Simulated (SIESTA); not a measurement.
# TiO2 in SIESTA: the effect of pseudo set

The system is TiO2.

```xyz
12
Lattice="5.5185 0.0000 0.0000 -1.6018 5.2809 0.0000 -1.6019 -2.9048 4.4102" Properties=species:S:1:pos:R:3 pbc="T T T"
Ti   -0.8009    2.6404    0.0000
Ti   -0.8009   -1.4524    2.2051
Ti    1.9397    0.5689    1.1025
Ti    0.3751    1.8072    3.3076
O     1.9210    2.2186    2.2057
O     1.9219   -1.8750    4.4095
O     3.1510    3.7992    0.2421
O    -0.8392    2.6657    1.9630
O     3.1540   -0.2896    2.4472
O     0.3929    4.2510    0.0007
O    -0.8362   -1.4231    4.1680
O     0.3938    0.1575    2.2044
```

The cell is a database's computed one.

Alike in all runs:

```yaml
Program: SIESTA 5.4.2
Task: single point
Functional: PBE
Basis: DZP (energy shift 0.003 Ry; two zetas on semicore shells)
Grid_cutoff: 800 Ry
Energy_shift: 0.003 Ry
k_mesh: 4 × 4 × 4
Occupations: fermi-dirac, width 0.05 eV
Spin: no spin polarisation
```

| pseudo set | gap on the mesh (eV) | pressure (GPa) |
| --- | --- | --- |
| PseudoDojo 0.4 standard | 1.73 | 1.7 |
| PseudoDojo 0.4 stringent | 1.72 | 1.8 |
| PseudoDojo 0.5 standard | 1.73 | 1.7 |
| SG15 1.2 | ? | ? |
| SPMS 1.0 | 1.73 | 2.1 |
| Ansatz NC | 1.71 | 1.7 |

**Question.** What does the run with pseudo set SG15 1.2 give?

**Answer.** gap on the mesh 1.75 eV; pressure 3.0 GPa.

Caveats: the basis of atomic orbitals isn't converged, which shifts pressures, moduli and gaps.

A k mesh can miss the band edges.
